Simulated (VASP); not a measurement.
# MoS2 (R-3m) in VASP: reference runs

Reference runs on MoS2: the cell as given and a disturbed copy.

Program: VASP 6.6.1. These are calculated values, not measurements. Logs are shortened: lines on timing, memory, paths and dates and some standing lists are left out, and cuts for length are marked.

## (1) The structure

Symmetry: R-3m, No. 166, trigonal system. Conventional cell: a = 3.171 Å, b = 3.171 Å, c = 18.345 Å, α = 90.00°, β = 90.00°, γ = 120.00°. Mo (site symmetry -3m) has 6 S at 2.39 Å as nearest neighbours. Around S (site symmetry 3m) lie 3 Mo at 2.39 Å.

Measurements of this composition are mostly on another form, of space group No. 194.

## (2) Single point, PBE

INCAR

```
SYSTEM = MoS2
  PREC = Accurate
  ENCUT = 520
  EDIFF = 1E-7
  ISMEAR = -1
  SIGMA = 0.05
  LREAL = .False.
  LASPH = .True.
  NELM = 60
  ALGO = Normal
  ISIF = 2
  LWAVE = .False.
  LCHARG = .False.
  GGA = PE
  NBANDS = 20
```

KPOINTS

```
regular mesh
0
Gamma
  10 10 10
  0 0 0
```

POSCAR

```
MoS2
1.0
    1.5855000000      0.9153888518      6.1149966667
   -1.5855000000      0.9153888518      6.1149966667
    0.0000000000     -1.8307777036      6.1149966667
Mo S
1 2
Direct
    0.0000000000      0.0000000000      0.0000000000
    0.2500000000      0.2500000000      0.2500000000
    0.7500000000      0.7500000000      0.7500000000
```

Potentials or basis: VASP PAW PBE potentials, release 64 (Mo_sv, S).

On the command line:

```bash
$ cat potpaw_PBE.64/Mo_sv/POTCAR potpaw_PBE.64/S/POTCAR > POTCAR
$ mpirun -np 1 vasp_std > vasp.out
```

OUTCAR:

```text
SYSTEM = MoS2
   PREC = Accurate
   ENCUT = 520
   EDIFF = 1E-7
   ISMEAR = -1
   LREAL = .False.
   LASPH = .True.
   NELM = 60
   ISIF = 2
   GGA = PE

 ion  position               nearest neighbor table
   1  0.000  0.000  0.000-   3 2.39   2 2.39   3 2.39   3 2.39   2 2.39   2 2.39
   2  0.250  0.250  0.250-   1 2.39   1 2.39   1 2.39
   3  0.750  0.750  0.750-   1 2.39   1 2.39   1 2.39

  LATTYP: Found a trigonal (rhomboedric) cell.
 ALAT       =     6.3831756386
 COS(alpha) =     0.8766074614

  Lattice vectors:

 A1 = (   1.5855000000,   0.9153888518,   6.1149966667)
 A2 = (  -1.5855000000,   0.9153888518,   6.1149966667)
 A3 = (   0.0000000000,  -1.8307777036,   6.1149966667)

Analysis of symmetry for initial positions (statically):
=====================================================================
 Subroutine PRICEL returns:
 Original cell was already a primitive cell.

 Routine SETGRP: Setting up the symmetry group for a
 trigonal (rhombohedral) supercell.

 Subroutine GETGRP returns: Found 12 space group operations
 (whereof 12 operations were pure point group operations)
 out of a pool of 12 trial point group operations.

The static configuration has the point symmetry D_3d.

Analysis of symmetry for dynamics (positions and initial velocities):
=====================================================================
 Subroutine PRICEL returns:
 Original cell was already a primitive cell.

 Routine SETGRP: Setting up the symmetry group for a
 trigonal (rhombohedral) supercell.

 Subroutine GETGRP returns: Found 12 space group operations
 (whereof 12 operations were pure point group operations)
 out of a pool of 12 trial point group operations.

The dynamic configuration has the point symmetry D_3d.

 Subroutine INISYM returns: Found 12 space group operations
 (whereof 12 operations are pure point group operations),
 and found     1 'primitive' translations

----------------------------------------------------------------------------------------

                                     Primitive cell

  volume of cell :      53.2500

  direct lattice vectors                    reciprocal lattice vectors
     1.585500000  0.915388852  6.114996667     0.315357931  0.182071986  0.054510796
    -1.585500000  0.915388852  6.114996667    -0.315357931  0.182071986  0.054510796
     0.000000000 -1.830777704  6.114996667     0.000000000 -0.364143973  0.054510796

  length of vectors
     6.383175639  6.383175639  6.383175639     0.368201385  0.368201385  0.368201385

  position of ions in fractional coordinates (direct lattice)
     0.000000000  0.000000000  0.000000000
     0.250000000  0.250000000  0.250000000
     0.750000000  0.750000000  0.750000000

  ion indices of the primitive-cell ions
   primitive index   ion index
                 1           1
                 2           2
                 3           3

----------------------------------------------------------------------------------------

 KPOINTS: regular mesh

Automatic generation of k-mesh.
 Grid dimensions read from file:
 generate k-points for:   10   10   10

 Generating k-lattice:

  Cartesian coordinates                     Fractional coordinates (reciprocal lattice)
     0.031535793  0.018207199  0.005451080     0.100000000  0.000000000  0.000000000
    -0.031535793  0.018207199  0.005451080     0.000000000  0.100000000  0.000000000
     0.000000000 -0.036414397  0.005451080     0.000000000  0.000000000  0.100000000

  Length of vectors
     0.036820138  0.036820138  0.036820138

  Shift w.r.t. Gamma in fractional coordinates (k-lattice)
     0.000000000  0.000000000  0.000000000

 Subroutine IBZKPT returns following result:
 ===========================================

 Found    116 irreducible k-points:

 Following reciprocal coordinates:
            Coordinates               Weight
  0.000000  0.000000  0.000000      1.000000
  0.100000  0.000000 -0.000000      6.000000
  0.200000  0.000000 -0.000000      6.000000
  0.300000  0.000000  0.000000      6.000000
  0.400000  0.000000  0.000000      6.000000
  0.500000 -0.000000  0.000000      3.000000
[... 16 lines left out ...]
  0.300000  0.300000  0.000000      6.000000
  0.400000  0.300000  0.000000     12.000000
 [... further k-points ...]
   k-points           NKPTS =    116   k-points in BZ     NKDIM =    116   number of bands    NBANDS=     20
   number of dos      NEDOS =    301   number of ions     NIONS =      3
   total plane-waves  NPLWV = 110592
   dimension x,y,z NGX =    48 NGY =   48 NGZ =   48
   dimension x,y,z NGXF=    96 NGYF=   96 NGZF=   96
   ions per type =               1   2
   NGX,Y,Z   is equivalent  to a cutoff of  12.50, 12.50, 12.50 a.u.
   NGXF,Y,Z  is equivalent  to a cutoff of  25.00, 25.00, 25.00 a.u.
 SYSTEM =  MoS2
   PREC   = accura    normal or accurate (medium, high low for compatibility)
   ISTART =      0    job   : 0-new  1-cont  2-samecut
   ICHARG =      2    charge: 1-file 2-atom 10-const
   ISPIN  =      1    spin polarized calculation?
   LNONCOLLINEAR =      F non collinear calculations
   LSORBIT =      F    spin-orbit coupling
   LASPH  =      T    aspherical Exc in radial PAW
   ENCUT  =  520.0 eV  38.22 Ry    6.18 a.u.  11.87 11.87 11.87*2*pi/ulx,y,z
   NELM   =     60;   NELMIN=  2; NELMDL= -5     # of ELM steps
   EDIFF  = 0.1E-06   stopping-criterion for ELM
   LREAL  =      F    real-space projection
[... 7 lines left out ...]
   TEBEG  =    0.0;   TEEND  =   0.0 temperature during run
   PSTRESS=    0.0 pullay stress
   NELECT =      26.0000    total number of electrons
   NUPDOWN=      -1.0000    fix difference up-down
   EMIN   =  10.00;   EMAX   =-10.00  energy-range for DOS
   EFERMI =   0.00;   METHOD = LEGACY
   ISMEAR =    -1;   SIGMA  =   0.05  broadening in eV -4-tet -1-fermi 0-gaus
   EFERMI_NEDOS =   21; number of points for ismear=-14 and -15
   IALGO  =     38    algorithm
   IMIX   =      4    mixing-type and parameters
     AMIX     =   0.40;   BMIX     =  1.00
     AMIX_MAG =   1.60;   BMIX_MAG =  1.00
  volume/ion in A,a.u.               =      17.75       119.78
  Fermi-wavevector in a.u.,A,eV,Ry     =   1.289118  2.436081 22.610522  1.661826
  Thomas-Fermi vector in A             =   2.421031
   LORBIT       =      0    0 simple, 1 ext, 2 COOP (PROOUT), +10 PAW based schemes
   GGA     = PE    functional components
   LHFCALC =     F    Hartree Fock is set to
   AEXX    =    0.0000 exact exchange contribution
   IVDW    =     0    specifies the selected vdW correction
   LEPSILON=     F    determine dielectric tensor
   LRPA    =     F    only Hartree local field effects (RPA)
 non-spin polarized calculation
  energy-cutoff  :      520.00
  volume of cell :       53.25
 maximum number of plane-waves:      1452
   NGX = 23   NGY = 23   NGZ = 23

 number of electron      25.9999998 magnetization

 Free energy of the ion-electron system (eV)
  ---------------------------------------------------
  ext. energy  EPLUGINS =         0.00000000
  ---------------------------------------------------
  free energy    TOTEN  =       -20.95240872 eV

  energy without entropy =      -20.94644490  energy(sigma->0) =      -20.94942681

 E-fermi :   7.8138     XC(G=0): -10.8252

 val. band max:        7.7976606041   @ k =   0.1000   0.1000  -0.0000
 cond. band min:       7.8414405705   @ k =   0.2000   0.1000   0.1000
 fundamental gap:      0.0437799664
 Fermi energy:         7.8138375850

 k-point     1 :       0.0000    0.0000    0.0000
  band No.  band energies     occupation
      1     -54.0040      2.00000
      2     -28.0796      2.00000
      3     -27.9986      2.00000
      4     -27.9986      2.00000
      5      -7.4044      2.00000
      6      -5.7712      2.00000
[... 12 lines left out ...]
     19      14.5503      0.00000
     20      17.3522      0.00000

 k-point     2 :       0.1000    0.0000   -0.0000
  band No.  band energies     occupation
      1     -54.0001      2.00000
      2     -28.0719      2.00000
      3     -28.0373      2.00000
      4     -28.0074      2.00000
      5      -7.2402      2.00000
      6      -5.7447      2.00000
[... 12 lines left out ...]
     19      15.0925      0.00000
     20      16.8661      0.00000

 k-point     3 :       0.2000    0.0000   -0.0000
  band No.  band energies     occupation
      1     -53.9901      2.00000
      2     -28.1376      2.00000
      3     -28.0514      2.00000
      4     -28.0303      2.00000
      5      -6.7862      2.00000
      6      -5.6635      2.00000
[... 12 lines left out ...]
     19      15.8065      0.00000
     20      16.9663      0.00000

 k-point     4 :       0.3000    0.0000    0.0000
  band No.  band energies     occupation
      1     -53.9777      2.00000
      2     -28.2594      2.00000
      3     -28.0585      2.00000
      4     -28.0262      2.00000
      5      -6.1974      2.00000
      6      -5.4896      2.00000
[... 12 lines left out ...]
     19      15.4467      0.00000
     20      17.0014      0.00000

 k-point     5 :       0.4000    0.0000    0.0000
  band No.  band energies     occupation
      1     -53.9676      2.00000
      2     -28.3562      2.00000
      3     -28.0811      2.00000
      4     -28.0057      2.00000
      5      -5.8403      2.00000
      6      -5.0878      2.00000
[... 12 lines left out ...]
     19      15.1032      0.00000
     20      15.4915      0.00000

 k-point     6 :       0.5000   -0.0000    0.0000
  band No.  band energies     occupation
      1     -53.9637      2.00000
      2     -28.3928      2.00000
      3     -28.0898      2.00000
      4     -27.9979      2.00000
      5      -5.7640      2.00000
      6      -4.8138      2.00000
[... 12 lines left out ...]
     19      14.7737      0.00000
     20      15.1382      0.00000

 k-point     7 :       0.1000    0.1000   -0.0000
  band No.  band energies     occupation
      1     -54.0001      2.00000
      2     -28.0719      2.00000
      3     -28.0373      2.00000
      4     -28.0074      2.00000
      5      -7.2332      2.00000
      6      -5.7568      2.00000
[... 12 lines left out ...]
     19      15.1362      0.00000
     20      16.8829      0.00000
[... 277 lines left out ...]
 k-point    20 :      -0.4000    0.2000    0.0000
  band No.  band energies     occupation
      1     -53.9606      2.00000
      2     -28.3454      2.00000
      3     -28.1766      2.00000
      4     -27.9918      2.00000
      5      -5.4517      2.00000
      6      -4.9245      2.00000
[... 12 lines left out ...]
     19      15.4244      0.00000
     20      16.7955      0.00000

 k-point    21 :      -0.3000    0.2000   -0.0000
  band No.  band energies     occupation
      1     -53.9637      2.00000
      2     -28.3283      2.00000
      3     -28.1568      2.00000
      4     -27.9980      2.00000
      5      -5.4758      2.00000
      6      -5.1883      2.00000
[... 12 lines left out ...]
     19      15.6212      0.00000
     20      16.4992      0.00000

 k-point    22 :      -0.2000    0.2000    0.0000
  band No.  band energies     occupation
      1     -53.9719      2.00000
      2     -28.2790      2.00000
      3     -28.1089      2.00000
      4     -28.0144      2.00000
      5      -5.8260      2.00000
      6      -5.4777      2.00000
[... 12 lines left out ...]
     19      16.1696      0.00000
     20      16.4453      0.00000

 k-point    23 :       0.3000    0.3000    0.0000
  band No.  band energies     occupation
      1     -53.9777      2.00000
      2     -28.2594      2.00000
      3     -28.0585      2.00000
      4     -28.0262      2.00000
      5      -6.0797      2.00000
      6      -5.6352      2.00000
[... 12 lines left out ...]
     19      14.9424      0.00000
     20      15.9336      0.00000

 k-point    24 :       0.4000    0.3000    0.0000
  band No.  band energies     occupation
      1     -53.9707      2.00000
      2     -28.3099      2.00000
      3     -28.0914      2.00000
      4     -28.0121      2.00000
      5      -5.7133      2.00000
      6      -5.5037      2.00000
[... 12 lines left out ...]
     19      15.0030      0.00000
     20      16.0893      0.00000

 [... further k-points ...]
[... 5 lines left out ...]
  --------------------------------------------------------------------------------------
  -------------------------------------------------------------------------------------
  Total        2.1044003      2.1044003      3.5628321      0.0000000      0.0000000      0.0000000
  in kB       63.3168922     63.3168922    107.1979785      0.0000000      0.0000000      0.0000000
  external PRESSURE =      77.9439210 kB  Pullay stress =       0.0000000 kB

 VOLUME and BASIS-vectors are now :
 -----------------------------------------------------------------------------
  energy-cutoff  :      520.00
  volume of cell :       53.25
      direct lattice vectors                 reciprocal lattice vectors
     1.585500000  0.915388852  6.114996667     0.315357931  0.182071986  0.054510796
    -1.585500000  0.915388852  6.114996667    -0.315357931  0.182071986  0.054510796
     0.000000000 -1.830777704  6.114996667     0.000000000 -0.364143973  0.054510796

 POSITION                                       TOTAL-FORCE (eV/Angst)
 -----------------------------------------------------------------------------------
      0.00000      0.00000      0.00000         0.000000      0.000000     -0.000000
      0.00000      0.00000      4.58625         0.000000     -0.000000     -0.993996
      0.00000      0.00000     13.75874         0.000000     -0.000000      0.993996
 -----------------------------------------------------------------------------------
    total drift:                               -0.000000     -0.000000      0.000000

  FREE ENERGIE OF THE ION-ELECTRON SYSTEM (eV)
  ---------------------------------------------------
  free  energy   TOTEN  =       -20.9524087230 eV

  energy  without entropy=      -20.9464448978  energy(sigma->0) =      -20.94942681
```

It took 4.9 min on 1 thread of Intel Xeon Platinum 8559C (Emerald Rapids), shared host; peak memory 0.37 GiB.

What came out:

```yaml
Free_energy: -20.9524 eV
Pressure: 7.8 GPa
Largest_force: 0.994 eV/Å
Band_gap_on_the_k_mesh: none (metal or under the smearing width)
```

Forces in eV/Å, atoms in the order of the input:
```
Mo   0.000  0.000  0.000
S    0.000  0.000 -0.994
S    0.000  0.000  0.994
```

Caveat: the cell's inner coordinates are idealised or old, which leaves forces on the atoms.

(Continued in part 2 of 2.)
